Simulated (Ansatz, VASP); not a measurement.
Two plane-wave programs on SiC

The input INCAR:

```
SYSTEM = SiC
PREC = Accurate
ENCUT = 520
EDIFF = 1E-6
ISMEAR = 0
SIGMA = 0.05
LREAL = .False.
LASPH = .True.
NELM = 60
ALGO = Normal
ISIF = 2
LWAVE = .False.
LCHARG = .False.
GGA = PE
NBANDS = 11
```

Contents of KPOINTS:

```
regular mesh
0
Gamma
  6 6 6
  0 0 0
```

Contents of POSCAR:

```
SiC
1.0
    2.6233416948      0.0000000000      0.0000000000
    0.0000000000      2.6233416948      0.0000000000
    0.0000000000      0.0000000000      2.6233416948
C Si
1 1
Direct
    0.0000000000      0.0000000000      0.0000000000
    0.5000000000      0.5000000000      0.5000000000
```

Input for Ansatz:

```yaml
crystal:
  lattice:
    - [2.6233416948, 0.0, 0.0]
    - [0.0, 2.6233416948, 0.0]
    - [0.0, 0.0, 2.6233416948]
  atoms:
    - { symbol: C, position: [0.0, 0.0, 0.0] }
    - { symbol: Si, position: [0.5, 0.5, 0.5] }
basis:
  ecutwfc: 420
kpoints:
  mp_grid: { grid: [6, 6, 6] }
hamiltonian:
  xc: pbe
scf:
  occupations: { method: gaussian, width: 0.05 }
output:
  forces: true
  stress: true
  eigenvalues: true
```

Measurements of this composition are mostly on another form, of space group No. 186.

Alike in both runs: task single point; functional PBE; k mesh 6 × 6 × 6; occupations gaussian, width 0.05 eV; no spin polarisation.

```csv
,VASP,Ansatz
version,VASP 6.6.1,Ansatz 0.2.0
potentials or method,"VASP PAW PBE potentials, release 64 (C, Si)","scalar-relativistic, plane waves, PAW"
plane-wave cutoff (eV),520,420
valence electrons in the cell,8,8
```

|  | VASP | Ansatz | Ansatz less VASP |
| --- | --- | --- | --- |
| gap on the k mesh at the Fermi level (eV) | none | none | - |
| pressure (GPa) | 3.1 | 3.0 | -0.12 |

A gap of «none» marks a metal or a gap that the smearing closes.

Caveats: the k mesh is coarse (spacing up to 0.40 Å⁻¹), so the values aren't converged.
